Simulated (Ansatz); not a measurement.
ZnSe (zincblende) at its r2SCAN geometry, run in Ansatz at 4 levels of theory. (Simulation; no magnetic order is allowed.)

The PBE+SOC input:
```yaml
crystal:
  lattice:
    - [0.0, 2.8324206784, 2.8324206784]
    - [2.8324206784, 0.0, 2.8324206784]
    - [2.8324206784, 2.8324206784, 0.0]
  atoms:
    - { symbol: Zn, position: [0.0, 0.0, 0.0] }
    - { symbol: Se, position: [0.25, 0.25, 0.25] }
kpoints:
  mp_grid: { grid: [8, 8, 8] }
  band_path:
    path:
      - [0.0, 0.0, 0.0]
      - [-0.5, -0.5, 0.0]
      - [-0.375, -0.375, 0.25]
      - [-0.375, 0.0, 0.375]
      - [0.0, 0.0, 0.5]
      - [-0.5, -0.25, 0.25]
    npoints: 1
hamiltonian:
  xc: pbe
scf:
  occupations: { method: fermi_dirac, width: 0.02 }
  n_extra_bands: 8
magnetization:
  noncollinear: true
  spin_orbit: true
output:
  forces: true
  stress: true
  eigenvalues: true
```

Main results, then, where recorded, the levels near the gap in eV from the Fermi energy (columns number the bands from 0), one row a point of the path (Γ, X, U, K, L, W):
```
Crystal: 2 atoms, lattice volume = 45.447 Å³
Symmetry: 24 space group operations + 24 with time reversal
Magnetic group: BNS 216.75 (UNI 1577)
```
```
Basis set: ecut = 420 eV, 893 PW (Γ)
k-points: 29 of 512 (time reversal used)
SCF converged after 7 iterations
Free energy (F): -8789.756409 eV
Fermi energy:    7.515831 eV
--- Stress (GPa, compression-positive) ---
        2.204597       0.000000       0.000000
        0.000000       2.204597       0.000000
        0.000000       0.000000       2.204597
  P = ⅓ Tr σ = 2.2046 GPa (22.046 kbar)
```
```tsv
band_18	band_19	band_20	band_21	band_22	band_23	band_24	band_25	band_26	band_27	band_28	band_29	band_30	band_31	band_32	band_33
-6.834	-6.834	-6.834	-6.834	-0.974	-0.974	-0.591	-0.591	-0.591	-0.591	0.578	0.578	4.994	4.994	5.140	5.140
-6.800	-6.800	-6.618	-6.618	-5.471	-5.471	-2.995	-2.995	-2.823	-2.823	2.268	2.268	2.749	2.749	9.976	9.976
-6.825	-6.760	-6.597	-6.529	-5.498	-5.382	-3.871	-3.758	-2.511	-2.511	2.868	2.871	4.831	4.936	8.315	8.320
-6.825	-6.760	-6.597	-6.529	-5.498	-5.382	-3.871	-3.758	-2.511	-2.511	2.868	2.871	4.831	4.936	8.315	8.320
-6.770	-6.770	-6.634	-6.634	-5.955	-5.955	-1.704	-1.704	-1.474	-1.474	1.830	1.830	5.641	5.641	5.703	5.703
-6.836	-6.780	-6.576	-6.495	-5.467	-5.351	-3.597	-3.421	-3.371	-3.354	4.669	4.763	4.849	4.926	6.217	6.292
```

With PBE+SOC the gap is 1.17 eV and direct, at Γ.

Q: In the first input these blocks are replaced (the band path and keys that only write files left aside):
```yaml
hamiltonian:
  xc: r2scan
scf:
  occupations: { method: fixed }
  n_extra_bands: 4
```
(magnetization left out)
What comes out?

A:
```
Basis set: ecut = 500 eV, 1139 PW (Γ)
k-points: 29 of 512 (time reversal used)
SCF converged after 7 iterations
Free energy (F): -8805.498620 eV
Fermi energy:    6.485954 eV
--- Stress (GPa, compression-positive) ---
        0.019991       0.000000       0.000000
        0.000000       0.019991       0.000000
        0.000000       0.000000       0.019991
  P = ⅓ Tr σ = 0.0200 GPa (0.200 kbar)
```
```tsv
band_9	band_10	band_11	band_12	band_13	band_14	band_15	band_16
-6.294	-6.294	0.000	0.000	0.000	1.869	6.320	6.320
-6.244	-6.110	-4.798	-2.239	-2.239	3.335	3.876	11.506
-6.272	-6.025	-4.757	-3.153	-1.834	3.989	6.056	9.648
-6.272	-6.025	-4.757	-3.153	-1.834	3.989	6.056	9.648
-6.276	-6.134	-5.312	-0.886	-0.886	3.055	6.871	6.871
-6.328	-5.989	-4.719	-2.826	-2.712	5.834	6.081	7.595
```
With r2SCAN the gap is 1.87 eV and direct, at Γ. The mean stress is close to zero (0.02 GPa).

HSE06. Against the first input these blocks differ (the band path and keys that only write files left aside):
```yaml
kpoints:
  mp_grid: { grid: [6, 6, 6] }
hamiltonian:
  xc: hse06
scf:
  occupations: { method: fixed }
  n_extra_bands: 4
```
(magnetization left out)

```
Basis set: ecut = 420 eV, 893 PW (Γ)
k-points: 16 of 216 (time reversal used)
Exchange kernel: α = 0.2500, screened, ω = 0.2079 Å⁻¹, Wigner–Seitz truncation, v(0) = 1046.6399 eV·Å³, q-mesh 6×6×6
hybrid outer 1: dexx = +1.222e-2 eV, tail = 7.57e-5 eV
hybrid outer 2: dexx = +9.417e-7 eV, tail = 5.06e-8 eV, Δε = 3.69e-3 eV
hybrid SCF converged: 2 outer / 10 inner (+3 warm-up)
Free energy (F): -8791.175393 eV
Fermi energy:    6.154919 eV
--- Stress (GPa, compression-positive) ---
        1.249461       0.000000       0.000000
        0.000000       1.249461       0.000000
        0.000000       0.000000       1.249461
  P = ⅓ Tr σ = 1.2495 GPa (12.495 kbar)
```
```tsv
band_9	band_10	band_11	band_12	band_13	band_14	band_15	band_16
-7.923	-7.923	0.000	0.000	0.000	2.422	6.950	6.950
-7.881	-7.690	-5.147	-2.316	-2.316	3.843	4.495	12.178
-7.905	-7.614	-4.992	-3.311	-1.899	4.559	6.761	10.283
-7.905	-7.614	-4.992	-3.311	-1.899	4.559	6.761	10.283
-7.910	-7.737	-5.546	-0.916	-0.916	3.653	7.496	7.496
-7.933	-7.580	-4.926	-3.010	-2.786	6.427	6.899	8.209
```

The HSE06 gap is direct at Γ: 2.42 eV. At this geometry HSE06 finds +1.2 GPa, compression counted positive: its own equilibrium volume is larger. (The program warns that its thresholds are loose for a hybrid's stress.)

PBE0. Against the first input these blocks differ (the band path and keys that only write files left aside):
```yaml
kpoints:
  mp_grid: { grid: [6, 6, 6] }
hamiltonian:
  xc: pbe0
scf:
  occupations: { method: fixed }
  n_extra_bands: 4
```
(magnetization left out)

```
Basis set: ecut = 420 eV, 893 PW (Γ)
k-points: 16 of 216 (time reversal used)
hybrid outer 1: dexx = +1.644e-2 eV, tail = 8.63e-5 eV
hybrid outer 2: dexx = +1.160e-6 eV, tail = 4.92e-8 eV, Δε = 3.43e-3 eV
hybrid SCF converged: 2 outer / 11 inner (+3 warm-up)
Free energy (F): -8791.180482 eV
Fermi energy:    5.806928 eV
--- Stress (GPa, compression-positive) ---
        1.061417       0.000000       0.000000
        0.000000       1.061417       0.000000
        0.000000       0.000000       1.061417
  P = ⅓ Tr σ = 1.0614 GPa (10.614 kbar)
```
```tsv
band_9	band_10	band_11	band_12	band_13	band_14	band_15	band_16
-7.997	-7.997	0.000	0.000	0.000	3.045	7.652	7.652
-7.956	-7.765	-5.229	-2.355	-2.355	4.510	5.180	12.898
-7.980	-7.688	-5.074	-3.377	-1.934	5.237	7.474	11.000
-7.980	-7.688	-5.074	-3.377	-1.934	5.237	7.474	11.000
-7.984	-7.812	-5.637	-0.934	-0.934	4.318	8.204	8.204
-8.008	-7.654	-5.006	-3.071	-2.844	7.125	7.625	8.924
```

The PBE0 gap is direct at Γ: 3.05 eV. At this geometry PBE0 finds +1.1 GPa, compression counted positive: its own equilibrium volume is larger. (The program warns that its thresholds are loose for a hybrid's stress.)

The hybrids run on coarser meshes, which limits their stresses and small splittings of levels.

Totals of different functionals, or with and without spin-orbit coupling, can't be compared.

Only the levels marked +SOC include spin-orbit coupling.

The meshes of the hybrids are coarse, so their gaps aren't converged to the digits shown.
